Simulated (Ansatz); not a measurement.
## SiO$_{2}$: course of a relaxation

Computed with DFT r2SCAN, scalar-relativistic, plane waves, PAW (Ansatz 0.2.0). Run with 500 eV cutoff, 6×6×6 k-mesh, Gaussian smearing of 0.02 eV, no spin polarisation.

What was changed: biaxial strain in the a-b plane, c and atoms relaxed: +2.0 %.

Command:

```bash
ansatz run input.yaml --threads 2 --pin off --max-ram 5120MiB --backend cpu --events-out ev --progress --plain --runs-dir out
```

Input:

```yaml
crystal:
  lattice:
    - [-4.5587619035, 4.5587619035, 2.6680508219]
    - [4.5587619035, -4.5587619035, 2.6680508219]
    - [4.4157419222, 4.4157419222, -2.6680508219]
  atoms:
    - { symbol: Si, position: [0.1771077767, 0.1771077767, 0.3542155535] }
    - { symbol: Si, position: [0.8221482875, 0.1778517125, 0.0] }
    - { symbol: Si, position: [0.1778517125, 0.8221482875, 0.0] }
    - { symbol: Si, position: [0.8228922233, 0.8228922233, 0.6457844465] }
    - { symbol: O, position: [0.5, 0.5, 0.5] }
    - { symbol: O, position: [0.0, 0.5, 0.0] }
    - { symbol: O, position: [0.5, 0.0, 0.0] }
    - { symbol: O, position: [0.0, 0.0, 0.5] }
    - { symbol: O, position: [0.0003671737, 0.2092650226, 0.2096321963] }
    - { symbol: O, position: [0.7907349774, -0.0003671737, 0.7903678037] }
    - { symbol: O, position: [0.2092650226, 0.0003671737, 0.2096321963] }
    - { symbol: O, position: [-0.0003671737, 0.7907349774, 0.7903678037] }
basis:
  ecutwfc: 500
kpoints:
  mp_grid: { grid: [6, 6, 6] }
hamiltonian:
  xc: r2scan
scf:
  occupations: { method: gaussian, width: 0.02 }
output:
  forces: true
  stress: true
  eigenvalues: true
relax:
  adjacent_minimum: "off"
  f_tol: 0.008
  max_steps: 40
  cell: { stress_tol: 0.015, fix: [a, b, gamma] }
```

F is the free energy. Steps run on the plane waves of an earlier cell, but the last one, and at times one on the way, on a freshly chosen basis, so a repeated geometry can differ a little in energy. The held parts of the cell keep their stress, so P needn't end at zero.

Steps:

```csv
step,F − F(1) (eV),largest force component (eV/Å),V (Å³/atom),P (GPa)
1,0.0000,0.206,17.903,-4.12
2,-0.0126,0.127,17.810,-3.48
3,-0.0189,0.036,17.691,-2.65
4,-0.0190,0.009,17.687,-2.62
5,-0.0190,0.000,17.688,-2.63
6,-0.0182,0.000,17.688,-2.63
```

Relaxed structure:

```
CELL_PARAMETERS angstrom
-4.55876 4.55876 2.66805
4.55876 -4.55876 2.66805
4.36280 4.36280 -2.66805
ATOMIC_POSITIONS crystal
Si 0.17727 0.17727 0.35454
Si 0.82132 0.17868 0.00000
Si 0.17868 0.82132 0.00000
Si 0.82273 0.82273 0.64546
O 0.50000 0.50000 0.50000
O 0.00000 0.50000 0.00000
O 0.50000 0.00000 0.00000
O 0.00000 0.00000 0.50000
O 0.00076 0.20978 0.21055
O 0.79022 0.99924 0.78945
O 0.20978 0.00076 0.21055
O 0.99924 0.79022 0.78945
```

Symmetry: Fmmm, No. 69, orthorhombic system. Conventional cell: a = 5.336 Å, b = 12.340 Å, c = 12.894 Å, α = 90.00°, β = 90.00°, γ = 90.00°. Si (site symmetry m2m) is surrounded by 4 O at 1.61 Å. Si (site symmetry mm2) has 4 O at 1.61 to 1.62 Å as nearest neighbours. O (site symmetry 2/m) has 2 Si at 1.61 Å as nearest neighbours. Around O (site symmetry 2/m) lie 2 Si at 1.62 Å. O (site symmetry m) has 2 Si at 1.61 Å as nearest neighbours.

The run converged. The run took 2.4 min on 2 threads of Intel(R) Xeon(R) Platinum 8488C (Sapphire Rapids) (shared host), peak memory 1.4 GiB.